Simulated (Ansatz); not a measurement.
# RbCl under compression and expansion

Space group Fm-3m (No. 225). a = 6.548 Å, b = 6.548 Å, c = 6.548 Å, α = 90.00°, β = 90.00°, γ = 90.00°
```tsv
atom	site	symmetry	x	y	z
Rb	4a	m-3m	0.0000	0.0000	0.0000
Cl	4b	m-3m	0.5000	0.0000	0.0000
```

The runs use the primitive cell with vectors (0.000, 3.274, 3.274), (3.274, 0.000, 3.274), (3.274, 3.274, 0.000) Å, to which the k mesh refers.

The cell is COD entry 8103714, as deposited and not checked against the literature; nothing was relaxed. It differs from other determinations.

Levels of theory: DFT, PBEsol, all-electron LAPW, scalar-relativistic (Ansatz 0.2.0); DFT, PBEsol, PAW with Ansatz's default frozen-core files, scalar-relativistic (Ansatz 0.2.0).

For LAPW: a Γ-centred 7×7×7 k mesh, Fermi–Dirac smearing of 0.02 eV, basis error target 1 meV/atom, no spin polarisation. PAW takes a cutoff of 420 eV at this cell (files made with PBE, cores remade for this functional). The Ansatz runs share mesh, smearing and spin set-up. Plane-wave (PAW) pressures include the program's estimate of the Pulay term.

The cell above is scaled evenly, with fractional coordinates and shape held.

```
V/V(cell)  V (Å³/atom)  P, LAPW (GPa)  P, PAW (GPa)  gap on the k mesh, LAPW (eV)
   0.9400       32.989              ?             ?                             ?
   0.9600       33.690           0.70          0.70                          5.01
   0.9800       34.392           0.31          0.31                          4.95
   0.9900       34.743           0.13          0.13                          4.92
   1.0000       35.094          -0.04         -0.04                          4.89
   1.0100       35.445          -0.19         -0.19                          4.86
   1.0200       35.796          -0.34         -0.34                          4.83
   1.0400       36.498          -0.61         -0.61                          4.78
   1.0600       37.200          -0.85         -0.85                          4.73
```

Q: Fill in the row V/V(cell) = 0.9400.

A: P, LAPW (GPa) = 1.15, P, PAW (GPa) = 1.15, gap on the k mesh, LAPW (eV) = 5.08.

Q: What do Birch–Murnaghan fits to the pressures give?

A: LAPW: V0 = 35.02 Å³/atom, B0 = 17 GPa, B0′ = 5.1; PAW: V0 = 35.02 Å³/atom, B0 = 17 GPa, B0′ = 5.1.

PAW's V0 lies 0.00 % from the all-electron value and its B0 0.0 %. Symmetry fixes shape and coordinates here, so this is the relaxed modulus.
